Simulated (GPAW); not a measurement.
# Ta (Im-3m) in GPAW: convergence with k mesh

Aim: find how far k mesh must go before the results for Ta settle, at PBEsol. This setting moves, with any that are tied to it; all else stays.

Program: GPAW 26.7.0. These are calculated values, not measurements. Logs are shortened: lines on timing, memory, paths and dates and some standing lists are left out, and cuts for length are marked. The log counts tension as positive stress, the text compression.

## 1. The crystal as given

The structure is cubic, space group Im-3m (No. 229). The conventional cell has a = 3.303 Å, b = 3.303 Å, c = 3.303 Å, α = 90.00°, β = 90.00°, γ = 90.00°. Ta (site symmetry m-3m) is surrounded by 8 Ta at 2.86 Å.

## 2. With k mesh 3 × 3 × 3

run.py

```python
from ase.dft.bandgap import bandgap
from ase.io import read, write
from ase.units import GPa
from gpaw import GPAW, PW, setup_paths

setup_paths.insert(0, '.')

atoms = read('Ta.xyz')

calc = GPAW(mode=PW(600),
            xc='PBEsol',
            kpts={'size': (3, 3, 3), 'gamma': True},
            occupations={'name': 'fermi-dirac', 'width': 0.05},
            nbands=15,
            convergence={'density': 1e-05, 'energy': 1e-05},
            maxiter=100,
            txt='gpaw.txt')
atoms.calc = calc
energy = atoms.get_potential_energy()
forces = atoms.get_forces()
stress = atoms.get_stress()
calc.write('gs.gpw')
write('result.traj', atoms)
print(f'Energy: {energy:.6f} eV')
print('Forces (eV/A):')
print(forces.round(4))
print('Stress (GPa):', (stress / GPa).round(3))
print('Fermi level:', round(calc.get_fermi_level(), 4), 'eV')
print(f'Gap: {bandgap(calc)[0]:.4f} eV, direct: {bandgap(calc, direct=True)[0]:.4f} eV')
```

Ta.xyz

```xyz
1
Lattice="-1.6512800000 1.6512800000 1.6512800000 1.6512800000 -1.6512800000 1.6512800000 1.6512800000 1.6512800000 -1.6512800000" Properties=species:S:1:pos:R:3 pbc="T T T"
Ta     0.0000000000      0.0000000000      0.0000000000
```

Potentials or basis: PAW data sets generated in the run's folder for this functional, pw.

Started as:

```
> gpaw-setup -f PBEsol Ta
> OMP_NUM_THREADS=1 python run.py
```

gpaw.txt:

```text
__  _  _
 | _ |_)|_||  |
 |__||  | ||/\| - 26.7.0

Input parameters:
  mode=PW(ecut=600.0),
  convergence={'density': 1e-05, 'energy': 1e-05},
  kpts=MonkhorstPack(size=(3, 3, 3), gamma=True),
  maxiter=100,
  nbands=15,
  occupations=Occupations(name='fermi-dirac', width=0.05),
  xc=XC(name='PBEsol')

Diagonalizing LCAO Hamiltonian
Converting LCAO to pw mode

       Ta

Atoms  # Å, Bohr magnetons
|   | symbol |        x |        y |        z |    initial magnetic moments |
|---|--------|----------|----------|----------|-----------------------------|
| 0 |     Ta | 0.000000 | 0.000000 | 0.000000 | ( 0.0000,  0.0000,  0.0000) |

Unit cell  # Å
| periodic |         x |         y |         z |  lengths |     angles |
|----------|-----------|-----------|-----------|----------|------------|
|      yes | -1.651280 |  1.651280 |  1.651280 | 2.860101 | 109.471221 |
|      yes |  1.651280 | -1.651280 |  1.651280 | 2.860101 | 109.471221 |
|      yes |  1.651280 |  1.651280 | -1.651280 | 2.860101 | 109.471221 |

Number of symmetries: 48
Symmetry operations  # r_c * U_cc + t_c -> r_c
|    | kind |            matrix            |
|----|------|------------------------------|
|  0 |  σ   |  1, 1, 1,  0, 0,-1,  0,-1, 0 |
|  1 |  C4  |  1, 1, 1,  0, 0,-1, -1, 0, 0 |
|  2 |  C2  |  1, 1, 1,  0,-1, 0,  0, 0,-1 |
|  3 |  S6  |  1, 1, 1,  0,-1, 0, -1, 0, 0 |
|  4 |  S6  |  1, 1, 1, -1, 0, 0,  0, 0,-1 |
|  5 |  C4  |  1, 1, 1, -1, 0, 0,  0,-1, 0 |
|  6 |  E   |  1, 0, 0,  0, 1, 0,  0, 0, 1 |
|  7 |  σ   |  1, 0, 0,  0, 1, 0, -1,-1,-1 |
|  8 |  σ   |  1, 0, 0,  0, 0, 1,  0, 1, 0 |
|  9 |  C3  |  1, 0, 0,  0, 0, 1, -1,-1,-1 |
| 10 |  C3  |  1, 0, 0, -1,-1,-1,  0, 1, 0 |
| 11 |  σ   |  1, 0, 0, -1,-1,-1,  0, 0, 1 |
| 12 |  σ   |  0, 1, 0,  1, 0, 0,  0, 0, 1 |
| 13 |  C2  |  0, 1, 0,  1, 0, 0, -1,-1,-1 |
| 14 |  C3  |  0, 1, 0,  0, 0, 1,  1, 0, 0 |
| 15 |  S4  |  0, 1, 0,  0, 0, 1, -1,-1,-1 |
| 16 |  S4  |  0, 1, 0, -1,-1,-1,  1, 0, 0 |
| 17 |  C3  |  0, 1, 0, -1,-1,-1,  0, 0, 1 |
| 18 |  C3  |  0, 0, 1,  1, 0, 0,  0, 1, 0 |
| 19 |  S4  |  0, 0, 1,  1, 0, 0, -1,-1,-1 |
| 20 |  σ   |  0, 0, 1,  0, 1, 0,  1, 0, 0 |
| 21 |  C3  |  0, 0, 1,  0, 1, 0, -1,-1,-1 |
| 22 |  C2  |  0, 0, 1, -1,-1,-1,  1, 0, 0 |
| 23 |  S4  |  0, 0, 1, -1,-1,-1,  0, 1, 0 |
| 24 |  C4  |  0, 0,-1,  1, 1, 1,  0,-1, 0 |
| 25 |  σ   |  0, 0,-1,  1, 1, 1, -1, 0, 0 |
| 26 |  S6  |  0, 0,-1,  0,-1, 0,  1, 1, 1 |
| 27 |  C2  |  0, 0,-1,  0,-1, 0, -1, 0, 0 |
| 28 |  C4  |  0, 0,-1, -1, 0, 0,  1, 1, 1 |
| 29 |  S6  |  0, 0,-1, -1, 0, 0,  0,-1, 0 |
| 30 |  S6  |  0,-1, 0,  1, 1, 1,  0, 0,-1 |
| 31 |  C4  |  0,-1, 0,  1, 1, 1, -1, 0, 0 |
| 32 |  C4  |  0,-1, 0,  0, 0,-1,  1, 1, 1 |
| 33 |  S6  |  0,-1, 0,  0, 0,-1, -1, 0, 0 |
| 34 |  σ   |  0,-1, 0, -1, 0, 0,  1, 1, 1 |
| 35 |  C2  |  0,-1, 0, -1, 0, 0,  0, 0,-1 |
| 36 |  C2  | -1, 0, 0,  1, 1, 1,  0, 0,-1 |
| 37 |  S6  | -1, 0, 0,  1, 1, 1,  0,-1, 0 |
| 38 |  S6  | -1, 0, 0,  0, 0,-1,  1, 1, 1 |
| 39 |  C2  | -1, 0, 0,  0, 0,-1,  0,-1, 0 |
| 40 |  C2  | -1, 0, 0,  0,-1, 0,  1, 1, 1 |
| 41 |  i   | -1, 0, 0,  0,-1, 0,  0, 0,-1 |
| 42 |  S4  | -1,-1,-1,  1, 0, 0,  0, 1, 0 |
| 43 |  C3  | -1,-1,-1,  1, 0, 0,  0, 0, 1 |
| 44 |  C3  | -1,-1,-1,  0, 1, 0,  1, 0, 0 |
| 45 |  σ   | -1,-1,-1,  0, 1, 0,  0, 0, 1 |
| 46 |  S4  | -1,-1,-1,  0, 0, 1,  1, 0, 0 |
| 47 |  C2  | -1,-1,-1,  0, 0, 1,  0, 1, 0 |

BZ-sampling:
  Number of BZ points: 27
  Number of IBZ points: 4

  Monkhorst-Pack size: [3, 3, 3]
  Monkhorst-Pack shift: [0, 0, 0]

K-points  # in reciprocal-cell coordinates
|   |                                coordinates |     weight |
|---|--------------------------------------------|------------|
| 0 | (  0.00000000,   0.00000000,   0.00000000) | 0.03703704 |
| 1 | (  0.33333333,   0.00000000,   0.00000000) | 0.44444444 |
| 2 | (  0.33333333,   0.33333333,  -0.33333333) | 0.22222222 |
| 3 | (  0.33333333,   0.33333333,   0.33333333) | 0.29629630 |

Plane wave coefficients: 604
Cutoff: 600.0 eV

Spin-components: 1 (collinear spins)
Bands:           15
Projectors:      6
Spin-degeneracy: 2
Datatype:        complex128

Parallelization:
  kpt:    1
  domain: 1
  band:   1

Density:
  Valence electrons: 13.0
  Components: 1
  Grid points: [18 18 18]
  Charge: 0.0  # |e|

Potential:
  Grid points: [18 18 18]

species:
  Ta:
    name:    Tantalum
    Z:       73.0
    valence: 13
    core:    60
    charge:  0.0  # [|e|]
    compensation charges:
      type: gauss
      rc: 0.42  # [Å]
      lmax: 2
    cutoffs:
      filter: 2.36  # [Å]
      core: 3.45  # [Å]
    projectors
    | kind |    occ | energy [eV] | rcut [Å] |
    |------|--------|-------------|----------|
    |   5s |  2.000 |     -72.818 |    1.365 |
    |   6s |  2.000 |      -5.457 |    1.365 |
    |   5p |  6.000 |     -39.444 |    1.349 |
    |   6p |  0.000 |      -1.369 |    1.349 |
    |   5d |  3.000 |      -3.632 |    1.307 |
    |    d |        |      23.579 |    1.307 |

    Using partial waves for Ta as LCAO basis

Reference energy: -424046.140309  # eV

eigensolver:
  PPCG
  Converge bands: occupied
  niter=2

density mixing:
  MSR1-Mixer
  Pratt-step length: 0.05
  Maximum mixing coefficient: 0.75
  Old densities: 10
  SVD Regularization: 0.005
  Good broyden scale: 1.0
  Trust region scale: 1.0
  Backstep threshold: 4.0
  History deletion threshold: 6.0
  Fourier metric: weight=20.0, sigma=0.015

occupation numbers:
  Fermi-Dirac:
    width: 0.0500  # eV

poisson solver:
  ecut: 4800.0  # eV

xc functional:
  name: PBEsol with 2 nearest neighbor stencil

convergence criteria:
[... 6 lines left out ...]
|iter     | |      energy | eigst |  dens |
|---------|-|-------------|-------|-------|
|iter:   1| |  -10.936065 | -0.20 |       |
|iter:   2| |  -10.906545 | -3.09 | -1.26 |
|iter:   3| |  -10.754466 | -2.01 | -1.30 |
|iter:   4| |  -10.757337 | -3.46 | -1.96 |
|iter:   5| |  -10.758496 | -4.64 | -2.38 |
|iter:   6| |  -10.758500 | -6.87 | -3.89 |
|iter:   7| |  -10.758500c| -8.02c| -4.24 |
|iter:   8| |  -10.758500c| -9.70c| -5.44c|

Converged in 8 steps
Energy contributions relative to reference atoms: (reference = -424046.140309)

Energy contributions:
  Kinetic:           5.780360
  Coulomb:          -6.661109
  Zero:             -0.264489
  External:          0.000000
  Xc:               -9.597936
  Entropy:          -0.030652
  Spinorbit:         0.000000
  ----------------------------
  Free energy:     -10.773826
  Extrapolated:    -10.758500

dipole moment: (-5.940174, -5.940174, -5.940174)  # |e|*Ang

Fermi level: 11.641
Eigenvalues  # (at kpt = [0.000, 0.000, 0.000])
| band index |      eig [eV] | occ [0-2] |
|------------|---------------|-----------|
|          0 |       -55.366 |     2.000 |
|          1 |       -21.500 |     2.000 |
|          2 |       -21.500 |     2.000 |
|          3 |       -21.500 |     2.000 |
|          4 |         3.778 |     2.000 |
|          5 |        12.329 |     0.000 |
|          6 |        12.329 |     0.000 |
|          7 |        12.329 |     0.000 |
|          8 |        15.575 |     0.000 |
|          9 |        15.575 |     0.000 |
|         10 |        26.539 |     0.000 |
|         11 |        26.539 |     0.000 |
|         12 |        26.539 |     0.000 |
|        ... |               |           |
|         14 |        37.654 |     0.000 |

No gap
No difference between direct/indirect transitions

Forces  # eV/Ang
|       x |       y |        z |
|---------|---------|----------|
| 0.00000 | 0.00000 | -0.00000 |  # Ta   0

Stress tensor  # eV/Ang^3
|         x |         y |         z |
|-----------|-----------|-----------|
|  0.025890 | -0.000000 | -0.000000 |
| -0.000000 |  0.025890 |  0.000000 |
| -0.000000 |  0.000000 |  0.025890 |

# Writing to gs.gpw (mode='')
```

Run time: 6.8 s. Hardware: 1 thread of Arm Neoverse V1, shared host; peak memory 0.12 GiB.

What came out:

```
Free energy            : -10.7738 eV
Pressure               : -4.1 GPa
Band gap on the k mesh : none (metal or under the smearing width)
```

## 3. With k mesh 4 × 4 × 4

run.py, as its differences from that of step 2:

```diff
@@ -11,3 +11,3 @@
             xc='PBEsol',
-            kpts={'size': (3, 3, 3), 'gamma': True},
+            kpts={'size': (4, 4, 4), 'gamma': True},
             occupations={'name': 'fermi-dirac', 'width': 0.05},
```

Ta.xyz is that of step 2.

Potentials or basis: PAW data sets generated in the run's folder for this functional, pw.

Started as:

```
> gpaw-setup -f PBEsol Ta
> OMP_NUM_THREADS=1 python run.py
```

Run time: 7.7 s. Hardware: 1 thread of Arm Neoverse V1, shared host; peak memory 0.12 GiB.

What came out:

| Quantity | Value |
| --- | --- |
| Free energy | -10.6907 eV |
| Pressure | -3.4 GPa |
| Band gap on the k mesh | none (metal or under the smearing width) |

## 4. With k mesh 5 × 5 × 5

run.py, as its differences from that of step 3:

```diff
@@ -11,3 +11,3 @@
             xc='PBEsol',
-            kpts={'size': (4, 4, 4), 'gamma': True},
+            kpts={'size': (5, 5, 5), 'gamma': True},
             occupations={'name': 'fermi-dirac', 'width': 0.05},
```

Ta.xyz is that of step 3.

Started as:

```
> gpaw-setup -f PBEsol Ta
> OMP_NUM_THREADS=1 python run.py
```

It took 8.1 s on 1 thread of Arm Neoverse V1, shared host; peak memory 0.13 GiB.

Results:

```yaml
Free_energy: -10.5240 eV
Pressure: -1.0 GPa
Band_gap_on_the_k_mesh: none (metal or under the smearing width)
```

## 5. With k mesh 6 × 6 × 6

run.py, as its differences from that of step 4:

```diff
@@ -11,3 +11,3 @@
             xc='PBEsol',
-            kpts={'size': (5, 5, 5), 'gamma': True},
+            kpts={'size': (6, 6, 6), 'gamma': True},
             occupations={'name': 'fermi-dirac', 'width': 0.05},
```

Ta.xyz is that of step 4.

Started as:

```
> gpaw-setup -f PBEsol Ta
> OMP_NUM_THREADS=1 python run.py
```

It took 9.5 s on 1 thread of Arm Neoverse V1, shared host; peak memory 0.13 GiB.

The run converged. Its results:

```
Free energy            : -10.5218 eV
Pressure               : -1.5 GPa
Band gap on the k mesh : none (metal or under the smearing width)
```

## 6. With k mesh 7 × 7 × 7

run.py, as its differences from that of step 5:

```diff
@@ -11,3 +11,3 @@
             xc='PBEsol',
-            kpts={'size': (6, 6, 6), 'gamma': True},
+            kpts={'size': (7, 7, 7), 'gamma': True},
             occupations={'name': 'fermi-dirac', 'width': 0.05},
```

Ta.xyz is that of step 5.

Potentials or basis: PAW data sets generated in the run's folder for this functional, pw.

Started as:

```
> gpaw-setup -f PBEsol Ta
> OMP_NUM_THREADS=1 python run.py
```

Wall time 11 s (1 thread of Arm Neoverse V1, shared host); peak memory 0.13 GiB.

The run converged. Its results:

```yaml
Free_energy: -10.6228 eV
Pressure: -2.8 GPa
Band_gap_on_the_k_mesh: none (metal or under the smearing width)
```

## 7. With k mesh 9 × 9 × 9

run.py, as its differences from that of step 6:

```diff
@@ -11,3 +11,3 @@
             xc='PBEsol',
-            kpts={'size': (7, 7, 7), 'gamma': True},
+            kpts={'size': (9, 9, 9), 'gamma': True},
             occupations={'name': 'fermi-dirac', 'width': 0.05},
```

Ta.xyz is that of step 6.

Started as:

```
> gpaw-setup -f PBEsol Ta
> OMP_NUM_THREADS=1 python run.py
```

Wall time 14 s (1 thread of Arm Neoverse V1, shared host); peak memory 0.13 GiB.

It converged, with:

* Free energy: -10.5817 eV
* Pressure: -3.5 GPa
* Band gap on the k mesh: none (metal or under the smearing width)

## 8. With k mesh 10 × 10 × 10

run.py, as its differences from that of step 7:

```diff
@@ -11,3 +11,3 @@
             xc='PBEsol',
-            kpts={'size': (9, 9, 9), 'gamma': True},
+            kpts={'size': (10, 10, 10), 'gamma': True},
             occupations={'name': 'fermi-dirac', 'width': 0.05},
```

Ta.xyz is that of step 7.

Started as:

```
> gpaw-setup -f PBEsol Ta
> OMP_NUM_THREADS=1 python run.py
```

It took 15 s on 1 thread of Arm Neoverse V1, shared host; peak memory 0.13 GiB.

Results (log left out):

* Free energy: -10.5943 eV
* Pressure: -2.0 GPa
* Band gap on the k mesh: none (metal or under the smearing width)

## 9. With k mesh 12 × 12 × 12

run.py, as its differences from that of step 8:

```diff
@@ -11,3 +11,3 @@
             xc='PBEsol',
-            kpts={'size': (10, 10, 10), 'gamma': True},
+            kpts={'size': (12, 12, 12), 'gamma': True},
             occupations={'name': 'fermi-dirac', 'width': 0.05},
```

Ta.xyz is that of step 8.

Potentials or basis: PAW data sets generated in the run's folder for this functional, pw.

Started as:

```
> gpaw-setup -f PBEsol Ta
> OMP_NUM_THREADS=1 python run.py
```

It took 21 s on 1 thread of Arm Neoverse V1, shared host; peak memory 0.14 GiB.

The run converged. Its results:

```
Free energy            : -10.5929 eV
Pressure               : -4.3 GPa
Band gap on the k mesh : none (metal or under the smearing width)
```

## 10. With k mesh 15 × 15 × 15

run.py, as its differences from that of step 9:

```diff
@@ -11,3 +11,3 @@
             xc='PBEsol',
-            kpts={'size': (12, 12, 12), 'gamma': True},
+            kpts={'size': (15, 15, 15), 'gamma': True},
             occupations={'name': 'fermi-dirac', 'width': 0.05},
```

Ta.xyz is that of step 9.

Started as:

```
> gpaw-setup -f PBEsol Ta
> OMP_NUM_THREADS=1 python run.py
```

It took 31 s on 1 thread of Arm Neoverse V1, shared host; peak memory 0.15 GiB.

The run converged. Its results:

```
Free energy            : -10.5974 eV
Pressure               : -3.8 GPa
Band gap on the k mesh : none (metal or under the smearing width)
```

## 11. Summary

| k mesh | energy less the tightest run, at zero smearing (meV/atom) | pressure (GPa) | SCF cycles | CPU time (s) | peak memory (GiB) |
| --- | --- | --- | --- | --- | --- |
| 3 × 3 × 3 | -166.28 | -4.15 | 8 | 6.8 | 0.12 |
| 4 × 4 × 4 | -92.14 | -3.38 | 8 | 7.7 | 0.12 |
| 5 × 5 × 5 | 78.14 | -0.96 | 8 | 8.1 | 0.13 |
| 6 × 6 × 6 | 84.33 | -1.50 | 9 | 9.5 | 0.13 |
| 7 × 7 × 7 | -27.87 | -2.82 | 8 | 11 | 0.13 |
| 9 × 9 × 9 | 19.75 | -3.52 | 8 | 14 | 0.13 |
| 10 × 10 × 10 | 2.47 | -2.04 | 8 | 15 | 0.13 |
| 12 × 12 × 12 | 6.22 | -4.33 | 8 | 21 | 0.14 |
| 15 × 15 × 15 | 0.00 | -3.76 | 8 | 31 | 0.15 |

Not settled before the last step: the energy (to 1 meV/atom), the pressure (to 0.1 GPa). Meshes of other sizes hit other points, so gaps and Fermi surfaces needn't settle smoothly. The tightest run that finished is the yardstick and may itself not be fully converged.
